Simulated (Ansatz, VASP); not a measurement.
**One calculation of CdTe, two programs**

```
Cd Te
1.0
     0.00000    2.83940    2.83940
     2.83940    0.00000    2.83940
     2.83940    2.83940    0.00000
Cd Te
1 1
Direct
  0.00000 0.00000 0.00000
  0.50000 0.50000 0.50000
```

Alike in both runs: task single point; functional LDA; k mesh 12 × 12 × 12; occupations fermi-dirac, width 0.15 eV; no spin polarisation.

|  | VASP | Ansatz |
| --- | --- | --- |
| version | VASP 6.6.1 | Ansatz 0.2.0 |
| potentials or method | VASP PAW LDA potentials, release 64 (Cd, Te) | scalar-relativistic, plane waves, PAW |
| plane-wave cutoff (eV) | 520 | 420 |
| valence electrons in the cell | 18 | 36 |

|  | VASP | Ansatz | Ansatz less VASP |
| --- | --- | --- | --- |
| gap on the k mesh at the Fermi level (eV) | none | none | - |
| pressure (GPa) | 11.9 | 11.2 | -0.71 |

A gap of «none» marks a metal or a gap that the smearing closes. The two sets of potentials don't hold the same shells in valence.

The runs have no spin-orbit coupling, so splittings on Te are missing.
